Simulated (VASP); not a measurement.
Bi: density of states with PBE

Bi:

```
Bi
1.0
     0.00000    2.57577    2.57577
     2.57577    0.00000    2.57577
     2.57577    2.57577    0.00000
Bi
1
Direct
  0.00000 0.00000 0.00000
```

The cell was built by a generator and needn't be a form met in nature.

```yaml
Program: VASP 6.6.1
Task: density of states
Functional: PBE
Potentials_or_basis: VASP PAW PBE potentials, release 64 (Bi_d)
Cutoff: 520 eV
k_mesh: 11 × 11 × 11
Occupations: fermi-dirac, width 0.1103 eV
Spin: no spin polarisation
Dipole_correction: no
k_mesh_for_the_DOS: 17 × 17 × 17
Occupations_for_the_DOS: tetrahedron
Further_INCAR_settings: ALGO = Normal; EDIFF = 1e-06
```

```yaml
Valence_electrons_inside_the_program's_atomic_spheres: Bi 12.68
```

Levels at points of the mesh, in eV from the Fermi level:
| k point | band 3 | band 4 | band 5 | band 6 | band 7 | band 8 | band 9 | band 10 | band 11 |
| --- | --- | --- | --- | --- | --- | --- | --- | --- | --- |
| (0.00, 0.00, 0.00) | -23.09 | -23.04 | -23.04 | -13.05 | 4.29 | 4.29 | 4.29 | 7.76 | 9.06 |

States per cell in windows of 1 eV (zero at the Fermi level; states under -8 eV left out):
| from (eV) | total | Bi1_p | Bi1_d | Bi1_s |
| --- | --- | --- | --- | --- |
| -8.0 | 0.00 | 0.00 | 0.00 | 0.00 |
| -7.0 | 0.00 | 0.00 | 0.00 | 0.00 |
| -6.0 | 0.00 | 0.00 | 0.00 | 0.00 |
| -5.0 | 0.20 | 0.07 | 0.00 | 0.00 |
| -4.0 | 1.01 | 0.38 | 0.01 | 0.03 |
| -3.0 | 0.52 | 0.20 | 0.00 | 0.03 |
| -2.0 | 0.57 | 0.23 | 0.01 | 0.02 |
| -1.0 | 0.69 | 0.30 | 0.01 | 0.02 |
| 0.0 | 0.94 | 0.44 | 0.02 | 0.01 |
| 1.0 | 0.87 | 0.45 | 0.02 | 0.01 |
| 2.0 | 0.77 | 0.45 | 0.01 | 0.01 |
| 3.0 | 0.38 | 0.25 | 0.00 | 0.00 |
| 4.0 | 0.15 | 0.03 | 0.01 | 0.00 |
| 5.0 | 0.41 | 0.02 | 0.06 | 0.01 |
| 6.0 | 0.76 | 0.05 | 0.10 | 0.01 |
| 7.0 | 1.05 | 0.10 | 0.13 | 0.03 |

Run time: 30 s on 1 thread of AMD EPYC 9R45 96-Core Processor (Zen 5), with other jobs on the host, peak memory 0.16 GiB.

Caveat: spin-orbit coupling is left out, which moves the levels of the heavy elements.
